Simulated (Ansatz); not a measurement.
A run of Ansatz 0.2.0 is set up as follows.

File input.yaml:

```yaml
crystal:
  lattice:
    - [3.179064, 0.0, 0.0]
    - [0.0, 3.179064, 0.0]
    - [0.0, 0.0, 3.179064]
  atoms:
    - { symbol: Ti, position: [0.0, 0.0, 0.0] }
    - { symbol: Al, position: [0.5, 0.5, 0.5] }
kpoints:
  mp_grid: { grid: [8, 8, 8] }
scf:
  occupations: { method: fermi_dirac, width: 0.05 }
hamiltonian:
  xc: pbesol
  pseudopotentials: { kind: all_electron, lapw: { basis_error: 0.001 } }
output:
  forces: true
  stress: true
  eigenvalues: true
```

Potentials or basis: all-electron LAPW, scalar-relativistic.

Command:

```console
$ ansatz run input.yaml --threads 1 --pin off --max-ram 3072MiB --backend cpu --events-out ev --progress --plain --runs-dir out
```

Q: Predict the band gap on the k mesh.

A: None (metal or under the smearing width).

Q: What does it give for the pressure?

A: -2.4 GPa.
